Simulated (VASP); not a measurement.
A run of VASP 6.6.1:

The input POSCAR:

```
GaP
1.0
    0.0000000000      2.7252500000      2.7252500000
    2.7252500000      0.0000000000      2.7252500000
    2.7252500000      2.7252500000      0.0000000000
Ga P
1 1
Direct
    0.0000000000      0.0000000000      0.0000000000
    0.2500000000      0.2500000000      0.2500000000
```

INCAR.step1

```
PREC     = Accurate       # precision mode
ENCUT    = 600            # plane-wave cutoff, eV
ISMEAR   = 0              # smearing method
SIGMA    = 0.02           # smearing width, eV
LREAL    = False          # projectors in reciprocal space
LASPH    = True           # aspherical terms in the spheres
NELM     = 100            # most SCF steps
GGA      = PE             # functional
ALGO     = Normal         # electronic algorithm
EDIFF    = 1E-4           # SCF threshold, eV
LWAVE    = True           # write WAVECAR
LCHARG   = False          # write CHGCAR
```

The input INCAR.step2:

```
PREC     = Accurate       # precision mode
ENCUT    = 600            # plane-wave cutoff, eV
EDIFF    = 1E-6           # SCF threshold, eV
ISMEAR   = 0              # smearing method
SIGMA    = 0.02           # smearing width, eV
LREAL    = False          # projectors in reciprocal space
LASPH    = True           # aspherical terms in the spheres
NELM     = 100            # most SCF steps
ALGO     = Normal         # electronic algorithm
ISIF     = 3              # what is computed and relaxed
LWAVE    = False          # write WAVECAR
LCHARG   = False          # write CHGCAR
METAGGA  = R2SCAN         # meta-GGA
LMIXTAU  = True         
IBRION   = 2              # ionic algorithm
NSW      = 100            # ionic steps
EDIFFG   = -0.005         # ionic threshold
ISTART   = 1
```

KPOINTS

```
regular mesh
0
Gamma
  8 8 8
```

Potentials or basis: VASP PAW PBE potentials, release 64 (Ga_d, P).

Command:

```console
$ cat potpaw_PBE.64/Ga_d/POTCAR potpaw_PBE.64/P/POTCAR > POTCAR
$ cp INCAR.step1 INCAR
$ mpirun -np 1 vasp_std > vasp.out
$ cp INCAR.step2 INCAR
$ mpirun -np 1 vasp_std > vasp.out
```

Hardware: 1 thread of Intel(R) Xeon(R) 6975P-C (Granite Rapids), on a shared host.

**Question.** Estimate the wall time of this run.

**Answer.** Wall time 34 s on 1 thread of Intel(R) Xeon(R) 6975P-C (Granite Rapids), with other jobs on the host, peak memory 0.19 GiB. Counts: scf iterations 10, k points 29, ion steps 1.
